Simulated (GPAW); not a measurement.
# InSe (GaSe-type monolayer): dielectric function and energy loss

What do local fields and a kernel do to the response of InSe (GaSe-type monolayer)?

Program: GPAW 26.7.0. Level of theory: PBE and many-body steps on it, plane waves. Values are calculated unless marked as measured.

## Step 1: Starting point

The cell holds 4 atoms: 2 In and 2 Se. Cell: a = 4.068 Å, b = 4.068 Å, c = 16.000 Å, α = 90.0°, β = 90.0°, γ = 120.0°. Vacuum lies along c.

As a file:

```xyz
4
Lattice="4.0679 0.0000 0.0000 -2.0340 3.5229 0.0000 0.0000 0.0000 16.0000" Properties=species:S:1:pos:R:3
In    0.0000    2.3486    9.4086
In    0.0000    2.3486    6.5914
Se    2.0340    1.1743   10.6886
Se    2.0340    1.1743    5.3114
```

The structure was relaxed with PBE. The runs that relaxed it are not among those shown.

## Step 2: Empty states on the mesh, 15×15×1 mesh, 304 bands

This step: GPAW 26.7.0; DFT, PBE, plane waves, PAW.

The sums over transitions need many empty states on a uniform mesh; this step solves for them.

File run.py:

```python
import json
import numpy as np
from gpaw.mpi import world
from gpaw import GPAW

calc = GPAW('gs.gpw').fixed_density(kpts={'size': (15, 15, 1), 'gamma': True},
    nbands=354,
    convergence={'bands': 304},
    txt='nscf.txt')
calc.write('full.gpw', mode='all')
res = {}
kpts = calc.get_ibz_k_points()
res['kpts'] = kpts
res['eigenvalues'] = [calc.get_eigenvalues(kpt=k) for k in range(len(kpts))]
res['n_electrons'] = calc.get_number_of_electrons()

if world.rank == 0:
    with open('result.json', 'w') as f:
        json.dump(res, f, default=lambda x: x.tolist())
```

Run with:

```bash
mpirun -n 4 gpaw python run.py
```

Standard output:

```text
Diagonalizing LCAO Hamiltonian
Converting LCAO to pw mode
convergence criteria:
- Maximum integral of absolute [eigenst]ate change: 4e-08 eV^2 / valence electron
maximum number of iterations: 100

SCF iterations
|iter     |     time |      energy | eigst |  dens |
|iter:   1|  |             | +4.36 |       |
|iter:   2|  |             | +3.18 |       |
|iter:   3|  |             | +2.08 |       |
[...]
|iter:  18|  |             | -7.02 |       |
|iter:  19|  |             | -7.26 |       |
|iter:  20|  |             | -7.46c|       |
SCF steps: 20
  __  _  _
 | _ |_)|_||  |
 |__||  | ||/\| - 26.7.0

Input parameters:
  mode=PW(ecut=450.000000),
  convergence={'bands': 304},
  gpts=array([20, 20, 80]),
  kpts=MonkhorstPack(size=(15, 15, 1), gamma=True),
  maxiter=100,
  nbands=354,
  occupations=Occupations(name='fermi-dirac', width=0.001, fixmagmom=False),
  parallel={},
  xc=XC(name='PBE')
# Writing to full.gpw (mode='all')
  [... matrices ...]

timing:  # [seconds]
  Total: 0.202  # ━━━━━━━━━━━━━━━━━━━━━━━━━━━━━━━━━━━━━━━━━━━━━━━━━━━━━━━━━━━
```

It took 8.7 min on 4 MPI ranks of Arm Neoverse V2, shared host; peak memory 1.9 GiB.

This step gave:

```yaml
gap: 1.457 eV
k_of_the_valence_top: 0.1333, 0, 0
k_of_the_conduction_bottom: 0, 0, 0
least_direct_gap: 1.525 eV
k_points_computed: 27
lowest_point_of_the_top_converged_band_above_the_valence_top: 65.3968 eV
```

On this mesh the gap is 1.457 eV.

## Step 3: RPA response

The response function is computed on a frequency grid, with local fields up to the given cutoff.

This step: linear response, RPA, on PBE, plane waves, PAW.

File run.py:

```python
import json
import numpy as np
from gpaw.mpi import world
from gpaw.response.df import DielectricFunction

df = DielectricFunction('full.gpw',
    ecut=50,
    nbands=304,
    eta=0.2,
    frequencies={'type': 'nonlinear', 'domega0': 0.05, 'omega2': 10.0},
    intraband=False,
    truncation='2D',
    txt='df.txt')
res = {'optical': {}, 'eels': []}
for d in 'x':
    y0, y = df.get_polarizability(direction=d, xc='RPA', filename=None)
    res['optical'][d] = [y0.real, y0.imag, y.real, y.imag]
res['w'] = df.get_frequencies()
for q_c in [[0.0666666667, 0, 0], [0.2, 0, 0], [0.4666666667, 0, 0], [0.8, 0, 0], [1.2, 0, 0]]:
    res['eels'].append(df.get_eels_spectrum(q_c=q_c, xc='RPA', filename=None))

if world.rank == 0:
    with open('result.json', 'w') as f:
        json.dump(res, f, default=lambda x: x.tolist())
```

Run with:

```bash
mpirun -n 4 gpaw python run.py
```

Standard output:

```text
Using integrator: PointIntegrator
NonLinearFrequencyDescriptor(from 0.000 to 81.024 eV, 373 points)
Nonperiodic BCs:  [False False  True]
Using integrator: PointIntegrator
NonLinearFrequencyDescriptor(from 0.000 to 81.024 eV, 373 points)
Nonperiodic BCs:  [False False  True]

Calculating chi0 body with:
    Ground state adapter containing:
    Number of spins: 1
    Number of kpoints: 225
    Number of irreducible kpoints: 27
    Number of completely occupied states: 19
    Number of partially occupied states: 19
    Occupied states memory: 9.27734375 M / cpu

    Linear response parametrization:
    q_c: [0.0, 0.0, 0.0]
    Number of frequency points: 373
    Planewave cutoff: 50.0
    Number of bands: 304
    Number of planewaves: 193
    Broadening (eta): 0.2
    comm.size: 4
    kncomm.size: 4
    blockcomm.size: 1

    Memory estimate of potentially large arrays:
        chi0_wGG: 212.003738 M / cpu
Integrating chi0 body.

Symmetries of q_c:
    Direct symmetries (Uq -> q): 12
    Indirect symmetries (TUq -> q): 12
In total 24 allowed symmetries.

  [... matrices ...]
27 groups of equivalent kpoints. 88.0% reduction.

Integral kind: spectral function

Calculating chi0 optical extensions with:
    Ground state adapter containing:
    Number of spins: 1
    Number of kpoints: 225
    Number of irreducible kpoints: 27
    Number of completely occupied states: 19
    Number of partially occupied states: 19
    Occupied states memory: 9.27734375 M / cpu

    Linear response parametrization:
    Number of frequency points: 373
    Planewave cutoff: 50.0
    Number of bands: 304
    Number of planewaves: 193
    Broadening (eta): 0.2
Integrating chi0 head and wings.

Symmetries of q_c:
    Direct symmetries (Uq -> q): 12
    Indirect symmetries (TUq -> q): 12
In total 24 allowed symmetries.

  [... matrices ...]
27 groups of equivalent kpoints. 88.0% reduction.

Integral kind: spectral function wings

Calculating chi0 body with:
    Ground state adapter containing:
    Number of spins: 1
    Number of kpoints: 225
    Number of irreducible kpoints: 27
    Number of completely occupied states: 19
    Number of partially occupied states: 19
    Occupied states memory: 9.27734375 M / cpu

    Linear response parametrization:
    q_c: [0.0666666667, 0.0, 0.0]
    Number of frequency points: 373
    Planewave cutoff: 50.0
    Number of bands: 304
    Number of planewaves: 188
    Broadening (eta): 0.2
    comm.size: 4
    kncomm.size: 4
    blockcomm.size: 1

    Memory estimate of potentially large arrays:
        chi0_wGG: 201.161377 M / cpu
Integrating chi0 body.

Symmetries of q_c:
    Direct symmetries (Uq -> q): 4
    Indirect symmetries (TUq -> q): 0
In total 4 allowed symmetries.

  [... matrices ...]
120 groups of equivalent kpoints. 46.666667% reduction.

Integral kind: spectral function

[... 4 further calls ...]
```

It took 5.2 min on 4 MPI ranks; peak memory 3.7 GiB.

Numbers from this step:

```yaml
static_polarisability_of_the_sheet_a: 4.255
the_same_without_local_fields: 5.012
```

The static value is 4.26.

RPA, broadening 0.2 eV. Table of Im polarisability of the sheet by photon energy; read off at these points:

| photon energy (eV) | xx, no local fields (Å) | xx, local fields (Å) |
| --- | --- | --- |
| 0 | 0 | 0 |
| 1 | 0.165 | 0.138 |
| 2 | 1.33 | 1.18 |
| 3 | 3.94 | 3.03 |
| 4 | 10.3 | 8.36 |
| 5 | 5.40 | 4.26 |
| 6 | 5.43 | 4.47 |
| 7 | 2.89 | 2.91 |
| 8 | 1.81 | 1.73 |
| 9 | 1.39 | 1.27 |
| 10 | 0.964 | 0.954 |
| 11 | 0.654 | 0.708 |
| 12 | 0.466 | 0.471 |
| 13 | 0.376 | 0.348 |
| 14 | 0.384 | 0.286 |
| 15 | 0.290 | 0.302 |
| 16 | 0.269 | 0.309 |
| 17 | 0.223 | 0.245 |
| 18 | 0.260 | 0.270 |
| 19 | 0.269 | 0.312 |
| 20 | 0.202 | 0.227 |
| 21 | 0.192 | 0.220 |
| 22 | 0.134 | 0.172 |
| 23 | 0.124 | 0.159 |
| 24 | 0.119 | 0.154 |
| 25 | 0.107 | 0.141 |
| 26 | 0.0998 | 0.137 |
| 27 | 0.0990 | 0.135 |
| 28 | 0.105 | 0.132 |
| 29 | 0.0910 | 0.123 |
| 30 | 0.0796 | 0.110 |
| 31 | 0.0782 | 0.109 |
| 32 | 0.0736 | 0.101 |
| 33 | 0.0665 | 0.0817 |
| 34 | 0.0672 | 0.0750 |
| 35 | 0.0645 | 0.0678 |
| 36 | 0.0616 | 0.0607 |
| 37 | 0.0587 | 0.0562 |
| 38 | 0.0560 | 0.0514 |
| 39 | 0.0567 | 0.0505 |

## Step 4: RPA response, local-field cutoff (15×15×1 mesh, 304 bands, screening to 100 eV, broadening 0.2 eV)

run.py: that of step 3 with these lines changed.

```diff
@@ -6,3 +6,3 @@
 df = DielectricFunction('full.gpw',
-    ecut=50,
+    ecut=100,
     nbands=304,
@@ -18,3 +18,3 @@
 res['w'] = df.get_frequencies()
-for q_c in [[0.0666666667, 0, 0], [0.2, 0, 0], [0.4666666667, 0, 0], [0.8, 0, 0], [1.2, 0, 0]]:
+for q_c in [[0.4666666667, 0, 0]]:
     res['eels'].append(df.get_eels_spectrum(q_c=q_c, xc='RPA', filename=None))
```

Run with:

```bash
mpirun -n 4 gpaw python run.py
```

Standard output:

```text
Using integrator: PointIntegrator
NonLinearFrequencyDescriptor(from 0.000 to 81.024 eV, 373 points)
Nonperiodic BCs:  [False False  True]
Using integrator: PointIntegrator
NonLinearFrequencyDescriptor(from 0.000 to 81.024 eV, 373 points)
Nonperiodic BCs:  [False False  True]

Calculating chi0 body with:
    Ground state adapter containing:
    Number of spins: 1
    Number of kpoints: 225
    Number of irreducible kpoints: 27
    Number of completely occupied states: 19
    Number of partially occupied states: 19
    Occupied states memory: 9.27734375 M / cpu

    Linear response parametrization:
    q_c: [0.0, 0.0, 0.0]
    Number of frequency points: 373
    Planewave cutoff: 100.0
    Number of bands: 304
    Number of planewaves: 549
    Broadening (eta): 0.2
    comm.size: 4
    kncomm.size: 4
    blockcomm.size: 1

    Memory estimate of potentially large arrays:
        chi0_wGG: 1715.432327 M / cpu
Integrating chi0 body.

Symmetries of q_c:
    Direct symmetries (Uq -> q): 12
    Indirect symmetries (TUq -> q): 12
In total 24 allowed symmetries.

  [... matrices ...]
27 groups of equivalent kpoints. 88.0% reduction.

Integral kind: spectral function

Calculating chi0 optical extensions with:
    Ground state adapter containing:
    Number of spins: 1
    Number of kpoints: 225
    Number of irreducible kpoints: 27
    Number of completely occupied states: 19
    Number of partially occupied states: 19
    Occupied states memory: 9.27734375 M / cpu

    Linear response parametrization:
    Number of frequency points: 373
    Planewave cutoff: 100.0
    Number of bands: 304
    Number of planewaves: 549
    Broadening (eta): 0.2
Integrating chi0 head and wings.

Symmetries of q_c:
    Direct symmetries (Uq -> q): 12
    Indirect symmetries (TUq -> q): 12
In total 24 allowed symmetries.

  [... matrices ...]
27 groups of equivalent kpoints. 88.0% reduction.

Integral kind: spectral function wings

Calculating chi0 body with:
    Ground state adapter containing:
    Number of spins: 1
    Number of kpoints: 225
    Number of irreducible kpoints: 27
    Number of completely occupied states: 19
    Number of partially occupied states: 19
    Occupied states memory: 9.27734375 M / cpu

    Linear response parametrization:
    q_c: [0.4666666667, 0.0, 0.0]
    Number of frequency points: 373
    Planewave cutoff: 100.0
    Number of bands: 304
    Number of planewaves: 522
    Broadening (eta): 0.2
    comm.size: 4
    kncomm.size: 4
    blockcomm.size: 1

    Memory estimate of potentially large arrays:
        chi0_wGG: 1550.850403 M / cpu
Integrating chi0 body.

Symmetries of q_c:
    Direct symmetries (Uq -> q): 4
    Indirect symmetries (TUq -> q): 0
In total 4 allowed symmetries.

  [... matrices ...]
120 groups of equivalent kpoints. 46.666667% reduction.

Integral kind: spectral function
```

Run time: 3.6 min. Hardware: 4 MPI ranks; peak memory 21 GiB.

This step gave:

* static polarisability of the sheet (Å): 4.191
* the same without local fields: 5.012

The static value is 4.19.

The Im polarisability of the sheet has structure finer than the step of the table below, so its rows give means over 2 eV. Peaks (eV: height): xx, no local fields 4.0: 10.3; xx, local fields 4.0: 8.12.

RPA, broadening 0.2 eV. Im polarisability of the sheet against photon energy; means over each step:

| photon energy (eV) | xx, no local fields (Å) | xx, local fields (Å) |
| --- | --- | --- |
| 2 | 1.49 | 1.19 |
| 4 | 7.61 | 6.11 |
| 6 | 4.73 | 4.09 |
| 8 | 1.89 | 1.84 |
| 10 | 1.04 | 1.01 |
| 12 | 0.470 | 0.475 |
| 14 | 0.356 | 0.303 |
| 16 | 0.276 | 0.295 |
| 18 | 0.262 | 0.271 |
| 20 | 0.205 | 0.236 |
| 22 | 0.143 | 0.182 |
| 24 | 0.114 | 0.149 |
| 26 | 0.100 | 0.138 |
| 28 | 0.0997 | 0.131 |
| 30 | 0.0822 | 0.111 |
| 32 | 0.0726 | 0.0987 |
| 34 | 0.0686 | 0.0766 |
| 36 | 0.0621 | 0.0617 |
| 38 | 0.0560 | 0.0519 |

## Step 5: RPA response, fewer bands (15×15×1 mesh, 24 bands, screening to 50 eV, broadening 0.2 eV)

run.py: that of step 4 with these lines changed.

```diff
@@ -6,4 +6,4 @@
 df = DielectricFunction('full.gpw',
-    ecut=100,
-    nbands=304,
+    ecut=50,
+    nbands=24,
     eta=0.2,
@@ -18,3 +18,3 @@
 res['w'] = df.get_frequencies()
-for q_c in [[0.4666666667, 0, 0]]:
+for q_c in []:
     res['eels'].append(df.get_eels_spectrum(q_c=q_c, xc='RPA', filename=None))
```

Run with:

```bash
mpirun -n 4 gpaw python run.py
```

Standard output:

```text
Using integrator: PointIntegrator
NonLinearFrequencyDescriptor(from 0.000 to 20.376 eV, 222 points)
Nonperiodic BCs:  [False False  True]
Using integrator: PointIntegrator
NonLinearFrequencyDescriptor(from 0.000 to 20.376 eV, 222 points)
Nonperiodic BCs:  [False False  True]

Calculating chi0 body with:
    Ground state adapter containing:
    Number of spins: 1
    Number of kpoints: 225
    Number of irreducible kpoints: 27
    Number of completely occupied states: 19
    Number of partially occupied states: 19
    Occupied states memory: 9.27734375 M / cpu

    Linear response parametrization:
    q_c: [0.0, 0.0, 0.0]
    Number of frequency points: 222
    Planewave cutoff: 50.0
    Number of bands: 24
    Number of planewaves: 193
    Broadening (eta): 0.2
    comm.size: 4
    kncomm.size: 4
    blockcomm.size: 1

    Memory estimate of potentially large arrays:
        chi0_wGG: 126.179169 M / cpu
Integrating chi0 body.

Symmetries of q_c:
    Direct symmetries (Uq -> q): 12
    Indirect symmetries (TUq -> q): 12
In total 24 allowed symmetries.

  [... matrices ...]
27 groups of equivalent kpoints. 88.0% reduction.

Integral kind: spectral function

Calculating chi0 optical extensions with:
    Ground state adapter containing:
    Number of spins: 1
    Number of kpoints: 225
    Number of irreducible kpoints: 27
    Number of completely occupied states: 19
    Number of partially occupied states: 19
    Occupied states memory: 9.27734375 M / cpu

    Linear response parametrization:
    Number of frequency points: 222
    Planewave cutoff: 50.0
    Number of bands: 24
    Number of planewaves: 193
    Broadening (eta): 0.2
Integrating chi0 head and wings.

Symmetries of q_c:
    Direct symmetries (Uq -> q): 12
    Indirect symmetries (TUq -> q): 12
In total 24 allowed symmetries.

  [... matrices ...]
27 groups of equivalent kpoints. 88.0% reduction.

Integral kind: spectral function wings
```

The job ended after 5.7 s (4 MPI ranks; peak memory 1.8 GiB).

This step gave:

- static polarisability of the sheet (Å): 3.957
- the same without local fields: 4.496

## Step 6: RPA response, scissors (15×15×1 mesh, 304 bands, screening to 50 eV, broadening 0.2 eV)

run.py: that of step 5 with these lines changed.

```diff
@@ -7,3 +7,3 @@
     ecut=50,
-    nbands=24,
+    nbands=304,
     eta=0.2,
@@ -12,2 +12,3 @@
     truncation='2D',
+    eshift=1.5,
     txt='df.txt')
```

Run with:

```bash
mpirun -n 4 gpaw python run.py
```

Standard output:

```text
Using integrator: PointIntegrator
NonLinearFrequencyDescriptor(from 0.000 to 81.024 eV, 373 points)
Nonperiodic BCs:  [False False  True]
Using integrator: PointIntegrator
NonLinearFrequencyDescriptor(from 0.000 to 81.024 eV, 373 points)
Nonperiodic BCs:  [False False  True]

Calculating chi0 body with:
    Ground state adapter containing:
    Number of spins: 1
    Number of kpoints: 225
    Number of irreducible kpoints: 27
    Number of completely occupied states: 19
    Number of partially occupied states: 19
    Occupied states memory: 9.27734375 M / cpu

[...]
Ground state adapter containing:
    Number of spins: 1
    Number of kpoints: 225
    Number of irreducible kpoints: 27
    Number of completely occupied states: 19
    Number of partially occupied states: 19
    Occupied states memory: 9.27734375 M / cpu

    Linear response parametrization:
    Number of frequency points: 373
    Planewave cutoff: 50.0
    Number of bands: 304
    Number of planewaves: 193
    Broadening (eta): 0.2
Integrating chi0 head and wings.

Symmetries of q_c:
    Direct symmetries (Uq -> q): 12
    Indirect symmetries (TUq -> q): 12
In total 24 allowed symmetries.

  [... matrices ...]
27 groups of equivalent kpoints. 88.0% reduction.

Integral kind: spectral function wings
```

Run time: 33 s. Hardware: 4 MPI ranks; peak memory 3.5 GiB.

Read from the output:

```
static polarisability of the sheet (Å) : 3.221
the same without local fields          : 3.727
```

The static value is 3.22.

## Step 7: RPA response, more bands than the file holds (15×15×1 mesh, 912 bands, screening to 30 eV, broadening 0.2 eV)

run.py: that of step 6 with these lines changed.

```diff
@@ -6,4 +6,4 @@
 df = DielectricFunction('full.gpw',
-    ecut=50,
-    nbands=304,
+    ecut=30,
+    nbands=912,
     eta=0.2,
@@ -12,3 +12,2 @@
     truncation='2D',
-    eshift=1.5,
     txt='df.txt')
```

Run with:

```bash
mpirun -n 4 gpaw python run.py
```

Standard output:

```text

--- the script ended with ---
AssertionError: (912, 354)
```

It took 12 s on 4 MPI ranks; peak memory 0.68 GiB; 5 s of CPU time.

The run stopped with an error after 12 s.

The fault put into this input: more bands than the file holds.

## Step 8: The runs together

Times are wall times on 4 MPI ranks of Arm Neoverse V2, shared host, good to a factor of about two.

| run | static polarisability (Å) | without local fields | loss peak (eV) | time |
| --- | --- | --- | --- | --- |
| RPA response | 4.26 | 5.01 | - | 5.2 min |
| RPA response, local-field cutoff (15×15×1 mesh, 304 bands, screening to 100 eV, broadening 0.2 eV) | 4.19 | 5.01 | - | 3.6 min |
| RPA response, fewer bands (15×15×1 mesh, 24 bands, screening to 50 eV, broadening 0.2 eV) | 3.96 | 4.50 | - | 5.7 s |
| RPA response, scissors (15×15×1 mesh, 304 bands, screening to 50 eV, broadening 0.2 eV) | 3.22 | 3.73 | - | 33 s |

## Step 9: Summary of results

```json
{
 "RPA response": "static polarisability (Å) 4.26",
 "RPA response, local-field cutoff (15×15×1 mesh, 304 bands, screening to 100 eV, broadening 0.2 eV)": "static polarisability (Å) 4.19",
 "RPA response, fewer bands (15×15×1 mesh, 24 bands, screening to 50 eV, broadening 0.2 eV)": "static polarisability (Å) 3.96",
 "RPA response, scissors (15×15×1 mesh, 304 bands, screening to 50 eV, broadening 0.2 eV)": "static polarisability (Å) 3.22"
}
```

What this shows: In the optical limit the electronic static polarisability (Å) is 4.26, against 5.01 without local fields. RPA response, local-field cutoff (15×15×1 mesh, 304 bands, screening to 100 eV, broadening 0.2 eV): static polarisability (Å) = 4.19. RPA response, fewer bands (15×15×1 mesh, 24 bands, screening to 50 eV, broadening 0.2 eV): static polarisability (Å) = 3.96. RPA response, scissors (15×15×1 mesh, 304 bands, screening to 50 eV, broadening 0.2 eV): static polarisability (Å) = 3.22. ε(0) converges slowly with a Γ-centred mesh, and this one is not shown settled. Unless a shift is named, the levels are those of the density functional, and only a kernel with a long-range part can bind an exciton.

[Long decimals in the printed logs are rounded to 6 places.]

[Logs are printed without paths, hosts, clocks, repeated set-up lines and the standing remarks that a program may print on its own settings, such as how far it seeks lower states.]

[Paths, hosts, dates, memory and timing lines, banners, echoed tables and standing remarks are left out of the program output; an Ansatz launch command may be rebuilt from the run's recorded settings. Measured values are a selection of at most five: reports struck by readers or far from the other reports are left out. None is set beside runs whose start may be inverted or whose files or cutoffs have a known fault.]

[Runs of the session that timed out or met a known fault of the program may be left out.]

[Hosts, paths, dates, database ids (printed as entryN), source tags and the programs' standing remarks are cut or masked in the printed files.]

[Where the starting crystal was built by hand or by swapping elements, it need not be the compound's stable phase.]
